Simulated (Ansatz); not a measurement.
Crystal: I.

```
CELL_PARAMETERS angstrom
0.00000 2.36560 3.90984
2.19225 0.00000 3.90984
2.19225 2.36560 0.00000
ATOMIC_POSITIONS crystal
I 0.00000 0.00000 0.00000
```

| Quantity | Value |
| --- | --- |
| Program | Ansatz 0.2.0 |
| Task | relaxation of cell and atoms |
| Functional | rPW86-PBE |
| Dispersion | rVV10 |
| Potentials or basis | Ansatz PAW |
| Cutoff | 420 eV (not typed: the program's choice for these potentials) |
| k mesh | 9 × 9 × 9 |
| Occupations | fermi-dirac, width 0.05 eV |
| Spin | no spin polarisation |

At the start: volume 40.55 Å³/atom.

Task: Where does the relaxation end?

Result: It ends after 8 steps and the volume is 39.37 Å³/atom (-2.9 %); space group I4/mmm (No. 139, to 0.05 Å).

The path:
```tsv
step	energy change (eV)	largest force (eV/Å)	volume (Å³)
1	0.0000	0.0000	40.55
2	-0.0075	0.0000	40.61
3	-0.0105	0.0000	39.85
4	-0.0115	0.0000	39.73
5	-0.0120	0.0000	39.39
6	-0.0121	0.0000	39.34
7	-0.0122	0.0000	39.37
8	-0.0120	0.0000	39.37
```

Final structure:
```yaml
crystal:
  lattice:
    - [0.00000, 2.31044, 3.69626]
    - [2.30504, 0.00000, 3.69626]
    - [2.30504, 2.31044, 0.00000]
  atoms:
    - { symbol: I, position: [0.00000, 0.00000, 0.00000] }
```

Caveat: the plane-wave basis is chosen anew once the cell has moved, so the energies of steps on either side of that aren't comparable; an odd number of electrons without spin polarisation forces a metal; a magnetic or distorted state may lie lower; the PAW data sets come from PBE, with cores solved anew for the run's functional, which leaves a small shift of forces and pressure.
